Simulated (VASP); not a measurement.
# Os (P6_3/mmc) in VASP: further runs

The runs below take Os through relaxation of shape and atoms at fixed volume, relaxation of cell and atoms, with PBE, PBEsol.

Program: VASP 6.6.1. These are calculated values, not measurements. Logs are shortened: lines on timing, memory, paths and dates and some standing lists are left out, and cuts for length are marked.

**1. Starting point**

It takes space group P6_3/mmc (No. 194, hexagonal). The conventional cell has a = 2.734 Å, b = 2.734 Å, c = 4.320 Å, α = 90.00°, β = 90.00°, γ = 120.00°. Os (site symmetry -6m2) has 12 Os at 2.68 to 2.73 Å as nearest neighbours.

**2. Relaxation of shape and atoms at fixed volume, PBE (a relaxed cell with its volume scaled by 1.06)**

Contents of INCAR:

```
SYSTEM = Os
PREC     = Accurate       ! precision mode
ENCUT    = 300            ! plane-wave cutoff, eV
EDIFF    = 1E-7           ! SCF threshold, eV
ISMEAR   = 1              ! smearing method
SIGMA    = 0.1            ! smearing width, eV
LREAL    = .FALSE.        ! projectors in reciprocal space
LASPH    = .TRUE.         ! aspherical terms in the spheres
NELM     = 80             ! most SCF steps
ALGO     = Normal         ! electronic algorithm
ISIF     = 4              ! what is computed and relaxed
LWAVE    = .FALSE.        ! write WAVECAR
LCHARG   = .FALSE.        ! write CHGCAR
GGA      = PE             ! functional
IBRION   = 2              ! ionic algorithm
NSW      = 40             ! ionic steps
EDIFFG   = -0.01          ! ionic threshold
```

Contents of KPOINTS:

```
Automatic mesh
0
G
  8 8 5
  0 0 0
```

Contents of POSCAR:

```
Os                                      
1.0
    2.8024482845      0.0000000000      0.0000000000
   -1.4012241422      2.4269914072      0.0000000000
    0.0000000000      0.0000000000      4.4235601352
  Os            
     2
Direct
     0.3333333332999970    0.6666666667000030    0.2500000000000000
     0.6666666667000030    0.3333333332999970    0.7500000000000000
```

Potentials or basis: VASP PAW PBE potentials, release 64 (Os).

Launch:

```
$ cat potpaw_PBE.64/Os/POTCAR > POTCAR
$ mpirun -np 1 vasp_std > vasp.out
```

OUTCAR:

```text
SYSTEM = Os
   PREC = Accurate
   ENCUT = 300
   EDIFF = 1E-7
   ISMEAR = 1
   LREAL = .FALSE.
   LASPH = .TRUE.
   NELM = 80
   ISIF = 4
   GGA = PE
   IBRION = 2
   NSW = 40
   EDIFFG = -0.01

 ion  position               nearest neighbor table
   1  0.333  0.667  0.250-   2 2.74   2 2.74   2 2.74   2 2.74   2 2.74   2 2.74
   2  0.667  0.333  0.750-   1 2.74   1 2.74   1 2.74   1 2.74   1 2.74   1 2.74

  LATTYP: Found a hexagonal cell.
 ALAT       =     2.8024482845
 C/A-ratio  =     1.5784627176

  Lattice vectors:

 A1 = (   2.8024482845,   0.0000000000,   0.0000000000)
 A2 = (  -1.4012241422,   2.4269914072,   0.0000000000)
 A3 = (   0.0000000000,   0.0000000000,   4.4235601352)

Analysis of symmetry for initial positions (statically):
=====================================================================
 Subroutine PRICEL returns:
 Original cell was already a primitive cell.

 Routine SETGRP: Setting up the symmetry group for a
 hexagonal supercell.

 Subroutine GETGRP returns: Found 24 space group operations
 (whereof 12 operations were pure point group operations)
 out of a pool of 24 trial point group operations.

The static configuration has the point symmetry D_3d.
 The point group associated with its full space group is D_6h.

Analysis of symmetry for dynamics (positions and initial velocities):
=====================================================================
 Subroutine PRICEL returns:
 Original cell was already a primitive cell.

 Routine SETGRP: Setting up the symmetry group for a
 hexagonal supercell.

 Subroutine GETGRP returns: Found 24 space group operations
 (whereof 12 operations were pure point group operations)
 out of a pool of 24 trial point group operations.

The dynamic configuration has the point symmetry D_3d.
 The point group associated with its full space group is D_6h.

 Subroutine INISYM returns: Found 24 space group operations
 (whereof 12 operations are pure point group operations),
 and found     1 'primitive' translations

----------------------------------------------------------------------------------------

                                     Primitive cell

  volume of cell :      30.0869

  direct lattice vectors                    reciprocal lattice vectors
     2.802448285  0.000000000  0.000000000     0.356830849  0.206016387  0.000000000
    -1.401224142  2.426991407  0.000000000     0.000000000  0.412032773  0.000000000
     0.000000000  0.000000000  4.423560135     0.000000000  0.000000000  0.226062260

  length of vectors
[... 107 lines left out ...]
   GGA     = PE    functional components
   LHFCALC =     F    Hartree Fock is set to
   AEXX    =    0.0000 exact exchange contribution
   IVDW    =     0    specifies the selected vdW correction
   LEPSILON=     F    determine dielectric tensor
   LRPA    =     F    only Hartree local field effects (RPA)
 conjugate gradient relaxation of ions
 non-spin polarized calculation
 Methfessel and Paxton  Order N= 1 SIGMA  =   0.10
  energy-cutoff  :      300.00
  volume of cell :       30.09
 maximum number of plane-waves:       365
 NGX is ok and might be reduce to    16
   NGX =  7   NGY =  7   NGZ = 13

--------------------------------------- Ionic step        1  -------------------------------------------

 number of electron      16.0000008 magnetization

 Free energy of the ion-electron system (eV)
  ---------------------------------------------------
  ext. energy  EPLUGINS =         0.00000000
  ---------------------------------------------------
  free energy    TOTEN  =       -22.43299090 eV

  energy without entropy =      -22.43353628  energy(sigma->0) =      -22.43317269

------------------------ aborting loop because EDIFF is reached ----------------------------------------

  FORCE on cell =-STRESS in cart. coord.  units (eV):
  Direction    XX          YY          ZZ          XY          YZ          ZX
  --------------------------------------------------------------------------------------
  -------------------------------------------------------------------------------------
  Total       -3.8261064     -3.8261064     -4.1056675     -0.0000000     -0.0000000      0.0000000
  in kB     -203.7463555   -203.7463555   -218.6334354     -0.0000000     -0.0000000      0.0000000
  external PRESSURE =    -208.7087155 kB  Pullay stress =       0.0000000 kB
[... 59 lines left out ...]
--------------------------------------- Ionic step        3  -------------------------------------------

 number of electron      16.0000008 magnetization

 Free energy of the ion-electron system (eV)
  ---------------------------------------------------
  ext. energy  EPLUGINS =         0.00000000
  ---------------------------------------------------
  free energy    TOTEN  =       -22.43335702 eV

  energy without entropy =      -22.43393760  energy(sigma->0) =      -22.43355054

 E-fermi :   8.1409     XC(G=0): -13.6417

 val. band max:        8.1091351052   @ k =   0.2500  -0.0000   0.0000
 cond. band min:       8.1448752216   @ k =   0.2500  -0.0000   0.2000
 fundamental gap:      0.0357401164
 Fermi energy:         8.1409101920

 k-point     1 :       0.0000    0.0000    0.0000
  band No.  band energies     occupation
      1      -1.8945      2.00000
      2       1.2871      2.00000
      3       5.6530      2.00000
      4       5.6530      2.00000
      5       5.9215      2.00000
      6       6.4088      2.00000
      7       6.4088      2.00000
      8       6.9324      2.00000
      9       6.9324      2.00000
     10       8.4829     -0.00001
     11       9.8857     -0.00000
     12       9.8857     -0.00000
[... 331 lines left out ...]
 k-point    24 :       0.3750   -0.0000    0.4000
  band No.  band energies     occupation
      1       1.4808      2.00000
      2       2.1048      2.00000
      3       3.4869      2.00000
      4       4.0655      2.00000
      5       6.5724      2.00000
      6       6.5863      2.00000
      7       7.4126      2.00000
      8       7.9011      2.00361
      9       9.6664     -0.00000
     10       9.9804     -0.00000
     11      10.0589     -0.00000
     12      11.6427      0.00000

 [... further k-points ...]

------------------------ aborting loop because EDIFF is reached ----------------------------------------

  FORCE on cell =-STRESS in cart. coord.  units (eV):
  Direction    XX          YY          ZZ          XY          YZ          ZX
  --------------------------------------------------------------------------------------
  -------------------------------------------------------------------------------------
  Total       -3.9062316     -3.9062316     -3.9062861     -0.0000000     -0.0000000     -0.0000000
  in kB     -208.0131491   -208.0131491   -208.0160511     -0.0000000     -0.0000000     -0.0000000
  external PRESSURE =    -208.0141164 kB  Pullay stress =       0.0000000 kB
[... 17 lines left out ...]
  FREE ENERGIE OF THE ION-ELECTRON SYSTEM (eV)
  ---------------------------------------------------
  free  energy   TOTEN  =       -22.4333570156 eV

  energy  without entropy=      -22.4339375975  energy(sigma->0) =      -22.43355054

 reached required accuracy - stopping structural energy minimisation
```

CONTCAR:

```text
Os
   1.00000000000000
     2.8061066920359869   -0.0000000000030905    0.0000000000000000
    -1.4030533459706047    2.4301596810618409   -0.0000000000000000
     0.0000000000000000   -0.0000000000000000    4.4120333913925167
  Os
     2
Direct
     0.3333333332999970    0.6666666667000030    0.2500000000000000
     0.6666666667000030    0.3333333332999970    0.7500000000000000

  0.00000000E+00  0.00000000E+00  0.00000000E+00
  0.00000000E+00  0.00000000E+00  0.00000000E+00
```

It took 10 s on 1 thread of Intel Xeon Platinum 8488C (Sapphire Rapids), shared host; peak memory 0.12 GiB.

Results:

| Quantity | Value |
| --- | --- |
| Free energy | -22.4334 eV |
| Energy gained by relaxing | 0.2 meV/atom |
| Ionic steps | 3 |
| Pressure after relaxing | -20.8 GPa |
| Band gap on the k mesh | none (metal or under the smearing width) |

Step by step:
```csv
step,energy change (eV),largest force (eV/Å),pressure (GPa)
1,0.0000,0.0000,-20.87
2,-0.0002,0.0000,-20.74
3,-0.0004,0.0000,-20.80
```

Final structure:
```cif
data_structure
_symmetry_space_group_name_H-M 'P 1'
_symmetry_Int_Tables_number 1
_cell_length_a 2.8061
_cell_length_b 2.8061
_cell_length_c 4.4120
_cell_angle_alpha 90.000
_cell_angle_beta 90.000
_cell_angle_gamma 120.000
_cell_volume 30.09
loop_
_atom_site_label
_atom_site_type_symbol
_atom_site_fract_x
_atom_site_fract_y
_atom_site_fract_z
_atom_site_occupancy
Os1 Os 0.33333 0.66667 0.25000 1
Os2 Os 0.66667 0.33333 0.75000 1
```

Levels at points of the mesh, in eV from the Fermi level:
| k point | band 6 | band 7 | band 8 | band 9 | band 10 | band 11 |
| --- | --- | --- | --- | --- | --- | --- |
| (0.00, 0.00, 0.00) | -1.73 | -1.73 | -1.21 | -1.21 | 0.34 | 1.74 |
| (0.50, 0.00, 0.00) | -2.07 | -1.43 | 2.00 | 2.50 | 2.65 | 4.18 |

Spin-orbit coupling is left out, which matters for the levels of Os.

**3. Relaxation of cell and atoms, PBEsol**

Contents of INCAR:

```
PREC = Accurate
ENCUT = 600
EDIFF = 1E-6
ISMEAR = 1
SIGMA = 0.1
LREAL = F
LASPH = T
NELM = 80
ALGO = Normal
ISIF = 3
LWAVE = F
LCHARG = F
GGA = PS
IBRION = 2
NSW = 90
EDIFFG = -0.01
```

Contents of KPOINTS:

```
Automatic mesh
0
Gamma
  15 15 9
```

Contents of POSCAR:

```
Os
1.0
    2.7341000000      0.0000000000      0.0000000000
   -1.3670500000      2.3678000565      0.0000000000
    0.0000000000      0.0000000000      4.3197000000
Os
2
Direct
    0.3333333333      0.6666666667      0.2500000000
    0.6666666667      0.3333333333      0.7500000000
```

Potentials or basis: VASP PAW PBE potentials, release 64 (Os).

Launch:

```
$ cat potpaw_PBE.64/Os/POTCAR > POTCAR
$ mpirun -np 1 vasp_std > vasp.out
```

Wall time 1.7 min (1 thread of Intel Xeon Platinum 8488C (Sapphire Rapids), shared host); peak memory 0.2 GiB.

The run converged. Its results:

```yaml
Free_energy: -24.4917 eV
Relaxed_volume: 13.91 Å³/atom
Relaxed_cell: a = 2.729 Å, b = 2.729 Å, c = 4.314 Å, α = 90.00°, β = 90.00°, γ = 120.00°
Space_group_after_relaxing_to_0.05_Å: P6_3/mmc (No. 194)
Energy_gained_by_relaxing: 0.6 meV/atom
Ionic_steps: 8
Pressure_after_relaxing: -0.1 GPa
Band_gap_on_the_k_mesh: none (metal or under the smearing width)
```

Stress tensor (GPa, compression positive):
```
-0.09  0.00  0.00
 0.00 -0.09  0.00
 0.00  0.00  0.02
```

Step by step:
```
step  energy change (eV)  largest force (eV/Å)  pressure (GPa)  volume (Å³)
   1              0.0000                0.0000           -2.32        27.96
   2              0.0218                0.0000           11.34        27.15
   3             -0.0011                0.0000            0.00        27.82
   4             -0.0011                0.0000            0.00        27.81
   5             -0.0011                0.0000            0.13        27.81
   6             -0.0011                0.0000            0.13        27.81
   7             -0.0010                0.0000           -0.55        27.85
   8             -0.0011                0.0000           -0.05        27.82
```

Final structure:
```xyz
2
Lattice="2.7288 0.0000 0.0000 -1.3644 2.3632 0.0000 0.0000 0.0000 4.3140" Properties=species:S:1:pos:R:3 pbc="T T T"
Os    0.0000    1.5755    1.0785
Os    1.3644    0.7877    3.2355
```

Levels at points of the mesh, in eV from the Fermi level:
| k point | band 6 | band 7 | band 8 | band 9 | band 10 | band 11 |
| --- | --- | --- | --- | --- | --- | --- |
| (0.00, 0.00, 0.00) | -2.24 | -2.24 | -1.57 | -1.57 | -0.01 | 1.71 |

Caveat: the PAW data sets were made with another functional, which shifts forces and pressure a little. Spin-orbit coupling is left out, which matters for the levels of Os.

**4. Relaxation of cell and atoms, PBEsol**

This run uses another cell than the first one, of 13.91 Å³/atom, 0.995 times its volume.

Changes to INCAR since step 3:

```diff
@@ -2,3 +2,3 @@
 ENCUT = 600
-EDIFF = 1E-6
+EDIFF = 1E-7
 ISMEAR = 1
@@ -15,2 +15,2 @@
 NSW = 90
-EDIFFG = -0.01
+EDIFFG = -0.005
```

KPOINTS is that of step 3.

Contents of POSCAR:

```
Os                                      
1.0
    2.7288435859     -0.0000000000     -0.0000000000
   -1.3644217929      2.3632478684     -0.0000000000
    0.0000000000     -0.0000000000      4.3139749924
  Os            
     2
Direct
     0.3333333332999970    0.6666666667000030    0.2500000000000000
     0.6666666667000030    0.3333333332999970    0.7500000000000000
```

Launch:

```
$ cat potpaw_PBE.64/Os/POTCAR > POTCAR
$ mpirun -np 1 vasp_std > vasp.out
```

Wall time 57 s (1 thread of Intel Xeon Platinum 8488C (Sapphire Rapids), shared host); peak memory 0.2 GiB.

Results (log left out):

| Item | Value |
| --- | --- |
| Free energy | -24.4917 eV |
| Relaxed volume | 13.91 Å³/atom |
| Relaxed cell | a = 2.728 Å, b = 2.728 Å, c = 4.314 Å, α = 90.00°, β = 90.00°, γ = 120.00° |
| Space group after relaxing (to 0.05 Å) | P6_3/mmc (No. 194) |
| Energy gained by relaxing | 0.0 meV/atom |
| Ionic steps | 3 |
| Pressure after relaxing | 0.0 GPa |
| Band gap on the k mesh | none (metal or under the smearing width) |

Final structure:
```
Os
1.0
     2.72850    0.00000    0.00000
    -1.36425    2.36295    0.00000
     0.00000    0.00000    4.31405
Os
2
Cartesian
  0.0000 1.5753 1.0785
  1.3642 0.7876 3.2355
```

Levels at points of the mesh, in eV from the Fermi level:
```
           k point  band 4  band 5  band 6  band 7  band 8  band 9  band 10  band 11  band 12
(0.00, 0.00, 0.00)   -3.09   -2.85   -2.24   -2.24   -1.57   -1.57    -0.01     1.71     1.71
```

Caveat: the PAW data sets were made with another functional, which shifts forces and pressure a little. The run has no spin-orbit coupling, so splittings on Os are missing.
